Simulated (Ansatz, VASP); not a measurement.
# One calculation of Au, two programs

Contents of INCAR:

```
SYSTEM = Au
PREC = Accurate ; ENCUT = 520
EDIFF = 1E-7 ; ISMEAR = 0
SIGMA = 0.1 ; LREAL = .False.
LASPH = .True. ; NELM = 100
ALGO = Fast ; ISIF = 2
LWAVE = .False. ; LCHARG = .False.
GGA = PE ; NBANDS = 18
```

The input KPOINTS:

```
regular mesh
0
Gamma
  16 16 10
  0 0 0
```

File POSCAR:

```
Au
1.0
    1.4113099650     -2.5559330250      0.0000000000
    1.4113099650      2.5559330250      0.0000000000
    0.0000000000      0.0000000000      4.8931696100
Au
2
Direct
    0.6653279700      0.3346720300      0.2500000000
    0.3346720300      0.6653279700      0.7500000000
```

Input for Ansatz:

```yaml
crystal:
  lattice:
    - [1.411309965, -2.555933025, 0.0]
    - [1.411309965, 2.555933025, 0.0]
    - [0.0, 0.0, 4.89316961]
  atoms:
    - { symbol: Au, position: [0.66532797, 0.33467203, 0.25] }
    - { symbol: Au, position: [0.33467203, 0.66532797, 0.75] }
basis:
  ecutwfc: 420
kpoints:
  mp_grid: { grid: [16, 16, 10] }
hamiltonian:
  xc: pbe
scf:
  occupations: { method: gaussian, width: 0.1 }
output:
  forces: true
  stress: true
  eigenvalues: true
  populations: true
```

This isn't the form of Au at room conditions, which is fcc.

Alike in both runs: task single point; functional PBE; k mesh 16 × 16 × 10; occupations gaussian, width 0.1 eV; no spin polarisation.

```csv
,VASP,Ansatz
version,VASP 6.6.1,Ansatz 0.2.0
potentials or method,"VASP PAW PBE potentials, release 64 (Au)","scalar-relativistic, plane waves, PAW"
plane-wave cutoff (eV),520,420
valence electrons in the cell,22,38
```

VASP gave:

* gap on the k mesh at the Fermi level (eV): none
* pressure (GPa): 2.9
* largest component of the traceless stress (GPa): 1.35
* rms of the force components (eV/Å): 0.009

Q: What did Ansatz give for the same quantities?

A: gap on the k mesh at the Fermi level (eV): none; pressure (GPa): 3.2; largest component of the traceless stress (GPa): 1.37; rms of the force components (eV/Å): 0.009.

Atom by atom the forces differ by 0.000 eV/Å (rms over components). A gap of «none» marks a metal or a gap that the smearing closes. The functional is the same, so the differences come from potentials, cutoffs and numerics. The two sets of potentials don't hold the same shells in valence.

The runs have no spin-orbit coupling, so splittings on Au are missing.
